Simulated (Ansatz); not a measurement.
# Gap of the rock-salt alloy Zn0.4Mg0.6O with LDA, PBE, PBE+D3(BJ), PBEsol and r2SCAN: lattice, supercell and settings

Two PBE supercells of Zn0.4Mg0.6O with the same composition, and lattice constants equal to within 0.0001 Å, differ in gap by about 0.13 eV. A random alloy should have one gap, so we examine how much of a calculated value belongs to the material and how much to the functional, the lattice, the settings or the chosen arrangement of Mg and Zn. The question matters for ultraviolet detectors and transparent layers, where composition is used to set the absorption edge. We compare Kohn-Sham gaps, taken between the highest filled and lowest empty levels on the k-mesh, with that of the 64-atom PBE cell, 2.329 eV. The table holds no measured gap, so the comparison is between calculations only.

## Calculations

Main cell: 2x2x2 conventional cells of the MgO type (64 atoms: 32 O, 19 Mg, 13 Zn); Mg/Zn share their sites, the best of 600 random draws by like-pair counts in two shells; start lattice by linear mixing of the end members' cells; atoms moved at random by 0.02 Å. Each row takes its levels at the cell given in the lattice columns: its own relaxed cell, or one relaxed at another level. Ansatz 0.2.0: Kohn-Sham DFT, PAW potentials, plane waves, fixed occupations, no spin polarisation, spin-orbit coupling only where named. Hardware of the DFT runs: 1 GB200 GPU with 32 threads of Arm Neoverse V2.

Notes on method and selection:

- A finite supercell with one arrangement stands for the random alloy; its composition is rounded to whole atoms.
- The lattice is static: no zero-point motion and no thermal expansion, which in most solids lengthen room-temperature lattice constants by a few tenths of a per cent.
- Runs that didn't converge or were made unsound on purpose aren't shown.
- Semilocal gaps usually lie under measured ones; optical edges also hold excitons, phonon shifts and band filling, which the runs lack.
- The zone folds in a supercell, so the lowest gap doesn't tell direct from indirect, and edges off the mesh are missed.
- Times come from hosts shared with other jobs and are rough; they include the analyses that each run asked for.
- But for rows that name other potentials, all functionals use one PAW set, generated with PBE; the run remakes the frozen core for its functional but keeps PBE's partial waves, which adds an error of its own under other functionals.
- D3(BJ) is the two-body form unless a three-body term is named.
- Runs that did not converge, have known faults or may not be shown are not listed, and runs on Ansatz's PAW sets soft_1 and soft_2 are kept to separate tables.

Columns:

- a (Å): lattice constant a of the mean conventional cell at which the levels were taken.
- atoms: atoms in the cell.
- cell: reduced formula of the cell (the atoms column gives its true size).
- cutoff (eV): plane-wave cutoff.
- k-mesh: k-point mesh.
- gap (eV): lowest gap between filled and empty Kohn-Sham levels on the k-mesh of the supercell.
- wall time (s): wall time of the single-point run that gives the levels, without the relaxation before it.

## Data

| member | a (Å) | atoms | cell | cutoff (eV) | k-mesh | gap (eV) | wall time (s) |
| --- | --- | --- | --- | --- | --- | --- | --- |
| PBE, second arrangement | 4.2862 | 64 | Mg19Zn13O32 | 420 | 3×3×3 | 2.297 | 2.4 |
| PBE+D3(BJ) | 4.2455 | 64 | Mg19Zn13O32 | 420 | 3×3×3 | 2.490 | 2.3 |
| PBE | 4.2863 | 64 | Mg19Zn13O32 | 420 | 3×3×3 | 2.329 | 3.5 |
| PBE, fewer k-points | 4.2863 | 64 | Mg19Zn13O32 | 420 | 2×2×2 | 2.329 | 2.1 |
| PBE, larger cell | 4.2862 | 128 | Mg19Zn13O32 | 420 | 3×3×1 | 2.199 | 2.9 |
| PBE, more k-points | 4.2863 | 64 | Mg19Zn13O32 | 420 | 4×4×4 | 2.329 | 4.5 |
| PBE, harder potentials | 4.2863 | 64 | Mg19Zn13O32 | 930 | 3×3×3 | 2.341 | 5.3 |
| PBE, lowest cutoff | 4.2891 | 64 | Mg19Zn13O32 | 300 | 3×3×3 | 2.314 | 3.4 |
| LDA, small cell | 4.1814 | 16 | Mg5Zn3O8 | 420 | 6×6×3 | 2.413 | 2.3 |
| PBE, higher cutoff | 4.2863 | 64 | Mg19Zn13O32 | 520 | 3×3×3 | 2.332 | 2.6 |
| r2SCAN | 4.2313 | 64 | Mg19Zn13O32 | 500 | 3×3×3 | 3.235 | 4.1 |
| PBE, small cell | 4.2847 | 16 | Mg5Zn3O8 | 420 | 6×6×3 | 2.058 | 2.4 |
| LDA | 4.1823 | 64 | Mg19Zn13O32 | 420 | 3×3×3 | 2.723 | 2.4 |
| PBE, lower cutoff | 4.2872 | 64 | Mg19Zn13O32 | 350 | 3×3×3 | 2.311 | 2.2 |
| PBEsol | 4.2359 | 64 | Mg19Zn13O32 | 420 | 3×3×3 | ? | 3 |

Cells marked ? are withheld until the estimate has been made.

## Mechanism

The functional makes the largest difference. Relative to PBE, the gap is wider by 0.394 eV with LDA and by 0.906 eV with r2SCAN, but the two increases have different origins.

The LDA increase is almost wholly a lattice effect. The D3(BJ) term adds forces but leaves the Kohn-Sham potential unchanged, so PBE+D3(BJ) shows how the PBE gap responds to a smaller relaxed cell: (2.490 − 2.329) / (4.2863 − 4.2455) = 3.95 eV per Å of contraction. Carried to the LDA lattice constant, this slope gives 2.329 + 3.95 × 0.1040 = 2.740 eV, only 0.017 eV above the LDA result. Shorter metal–oxygen bonds raise the conduction edge, which has antibonding cation s character, more than the O 2p valence edge.

For r2SCAN the same slope gives 2.329 + 3.95 × 0.0550 = 2.546 eV, which leaves 3.235 − 2.546 = 0.689 eV unexplained by the lattice. Its dependence on the kinetic-energy density makes the potential act differently on different orbitals and usually widens oxide gaps. Lower-lying Zn 3d levels, which push the O 2p edge up less, may contribute. The PBE partial waves in the potentials add an error of unknown size.

The supercell comes next. A second 64-atom arrangement lowers the PBE gap by 0.032 eV, the 128-atom cell by 2.329 − 2.199 = 0.130 eV and the 16-atom cell by 0.271 eV. The smallest cell is slightly richer in Mg, which should widen its gap, so composition has the wrong sign to explain the drop. Closely repeated Zn-rich regions, which favour a low conduction edge, are a possible cause.

Numerical settings matter less. At fixed lattice, raising the cutoff from 420 to 520 eV adds 0.003 eV, and harder potentials add 0.012 eV. The three k-meshes give equal gaps, but the relaxations on even meshes gave much wider ones, probably because they missed the band edges. A mesh must therefore be checked for where its points fall as well as for its density.

## Estimating the withheld member

Plain estimates from the members shown:

- PBEsol, mean of the 14 members shown: 2.407 eV, standard deviation 0.27

The mean of the shown members, 2.407 eV, is unsuitable for PBEsol because it mixes cell sizes and includes r2SCAN. The useful neighbours are the 64-atom PBE and LDA cells, run at the same cutoff and k-mesh. PBEsol is a gradient-corrected functional with weaker exchange enhancement than PBE, which places it between PBE and LDA in form, and its lattice constant of 4.2359 Å also lies between theirs.

We therefore interpolate linearly in the lattice constant. The slope is (2.723 − 2.329) / (4.2863 − 4.1823) = 3.79 eV per Å of contraction. The PBEsol cell is 4.2863 − 4.2359 = 0.0504 Å smaller than the PBE cell, so the gap should be 2.329 + 3.79 × 0.0504 = 2.520 eV.

Tried on PBE+D3(BJ), the same line gives 2.329 + 3.79 × 0.0408 = 2.484 eV, against 2.490 eV in the table. That miss of 0.006 eV tests the lattice dependence but not a change of functional. For the latter we use the 0.017 eV by which LDA departs from the PBE lattice slope, and round it to an error of 0.02 eV. This error applies to a 64-atom cell with the arrangement used for the main PBE row; it does not cover the larger spread between supercells.

**Committed estimate, PBEsol: gap = 2.52 ± 0.02 eV.**

## The answer

| member | a (Å) | atoms | cell | cutoff (eV) | k-mesh | gap (eV) | wall time (s) |
| --- | --- | --- | --- | --- | --- | --- | --- |
| PBEsol | 4.2359 | 64 | Mg19Zn13O32 | 420 | 3×3×3 | 2.450 | 3 |

| member | estimate | gap (eV) | computed | estimate − computed | miss in error bars |
| --- | --- | --- | --- | --- | --- |
| PBEsol | committed | 2.520 | 2.450 | +0.070 | 3.5 |
| PBEsol | mean | 2.407 | 2.450 | −0.043 |  |

The estimate of 2.52 ± 0.02 eV was 0.070 eV too high, 3.5 error bars from the computed 2.450 eV. The plain mean came closer, with a miss of 0.043 eV, although it mixes narrow-gap small cells with the wide-gap r2SCAN row.

The gap does lie between those of PBE and LDA, as expected, but it doesn't follow the lattice constant alone. PBEsol has a smaller cell than PBE+D3(BJ), yet its gap is 0.040 eV narrower. The PBE lattice slope gives 2.329 + 3.95 × 0.0504 = 2.528 eV at the PBEsol lattice constant, so the change of functional, with any error from the PBE partial waves, appears to lower the gap by about 0.08 eV.

Our error bar was too small because it took LDA's closeness to the PBE slope as a sign that the functional itself matters little. That also weakens our claim that the LDA increase is almost wholly a lattice effect. A narrowing by the LDA potential could be hidden if the gap rises faster at stronger compression.

## Departures from the trend

r2SCAN stands farthest out, 0.906 eV above PBE. PBEsol now gives a closer comparison: its lattice constant is only 0.0046 Å larger, yet its gap is 0.785 eV narrower. The difference in cutoff is worth only a few meV in PBE, so most of the excess comes from the r2SCAN potential, including any error from the PBE partial waves.

The 16-atom cells depart in the other direction, by 0.271 eV with PBE and 0.310 eV with LDA, each against the 64-atom cell of the same functional. Their short repeat places every Zn in unbroken straight Zn–O–Zn chains along two axes, which a random alloy would not have.

We had suggested that Zn-rich regions narrow the gap through a low conduction edge. If the energy zeros of the PBE runs are taken as equal, which is reasonable for cells of nearly the same volume and composition, the rise of the filled edge is the larger part, both in the 16-atom cell and in the 128-atom cell. A likelier cause is that Zn 3d levels push up O 2p states on oxygen atoms with many Zn neighbours.

## Conclusions

For this composition, cutoff and harder potentials change the PBE gap by no more than about 0.02 eV, whereas the choice of supercell changes it by up to 0.271 eV. A gap from one small cell therefore shouldn't be quoted to hundredths of an eV as that of the random alloy.

For another LDA- or GGA-type functional in the main 64-atom arrangement, an error of about 0.1 eV is more realistic than our 0.02 eV. The lattice slope doesn't carry over to r2SCAN.

Within PBE, a lattice constant shorter by 1% widens the gap by about 3.95 × 0.01 × 4.2863 = 0.17 eV, a figure that rests on the single contraction of about 1% between PBE and PBE+D3(BJ).

The largest omission is the part of the quasiparticle gap that semilocal Kohn-Sham levels lack. In wide-gap oxides it typically widens a PBE gap by some eV, which can exceed the whole spread of the table, so none of these values should be used as an absorption edge.
